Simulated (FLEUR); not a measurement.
## Eu under changes of volume

One of the cells (48.859 Å³/atom); the others are scaled copies at fixed shape and fractional positions:

```
CELL_PARAMETERS angstrom
-2.30300 2.30300 2.30300
2.30300 -2.30300 2.30300
2.30300 2.30300 -2.30300
ATOMIC_POSITIONS crystal
Eu 0.00000 0.00000 0.00000
```

* Program: FLEUR MaX-R8.1 (later development tree)
* Functional: PBEsol
* Potentials or basis: all-electron
* Basis: FLAPW
* Kmax: 4.1 1/bohr
* k mesh: 8 × 8 × 8
* Occupations: fermi-dirac, width 0.05 eV
* Spin: collinear spin, ferromagnetic start
* Starting moments: [7.0] μB

| volume (Å³/atom) | energy over the lowest point (meV/atom) | moment (μB per cell) |
| --- | --- | --- |
| 45.927 | 0.00 | 7.30 |
| 46.904 | ? | ? |
| 48.859 | 43.26 | 7.37 |
| 50.813 | 75.44 | 7.39 |
| 51.790 | 92.43 | 7.40 |

Task: What does the run at 46.904 Å³/atom give?

Result: Energy over the lowest point 13.69 meV/atom; moment 7.33 μB per cell.

Worked out: A Birch-Murnaghan fit of order 2 (a polynomial in V^(-2/3)) to the other rows has no minimum within the range. It gives 13.59 meV/atom at 46.904 Å³/atom, against the run's 13.69. A parabola through the other rows of the moment, of slope 0.0254 μB per Å³/atom there, gives 7.33 μB, against the run's 7.33.

Energies are extrapolated to zero smearing.
